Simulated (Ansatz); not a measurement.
Crystal: Li.

```
Li
1.0
    -1.75465    1.75465    1.75465
     1.75465   -1.75465    1.75465
     1.75465    1.75465   -1.75465
Li
1
Direct
  0.00000 0.00000 0.00000
```

| Quantity | Value |
| --- | --- |
| Program | Ansatz 0.2.0 |
| Task | relaxation of cell and atoms |
| Functional | r2SCAN |
| Dispersion | D3(BJ) |
| Potentials or basis | Ansatz PAW |
| Cutoff | 500 eV (not typed: the program's choice for these potentials) |
| k mesh | 11 × 11 × 11 |
| Occupations | fermi-dirac, width 0.05 eV |
| Spin | no spin polarisation |

At the start: volume 21.61 Å³/atom.

Question: Where does the relaxation end?

Answer: It ends after 5 steps and the volume is 20.02 Å³/atom (-7.3 %); space group Im-3m (No. 229, to 0.05 Å).

The path:
```
step  energy change (eV)  largest force (eV/Å)  volume (Å³)
   1              0.0000                0.0000        21.61
   2             -0.0032                0.0000        20.93
   3             -0.0049                0.0000        19.93
   4             -0.0050                0.0000        20.02
   5             -0.0049                0.0000        20.02
```

Final structure:
```
Li
1.0
    -1.71061    1.71061    1.71061
     1.71061   -1.71061    1.71061
     1.71061    1.71061   -1.71061
Li
1
Direct
  0.00000 0.00000 0.00000
```

The cell as given is a measured one (21.61 Å³/atom); r2SCAN+D3(BJ) puts the equilibrium volume -7.3 % from it, thermal expansion not counted.

Caveat: the plane-wave basis is chosen anew once the cell has moved, so the energies of steps on either side of that aren't comparable; the PAW data sets were made with another functional, which shifts forces and pressure a little; pairwise dispersion overbinds metals, which lowers pressure and volume; the dispersion damping was fitted for another functional or another form of the correction.
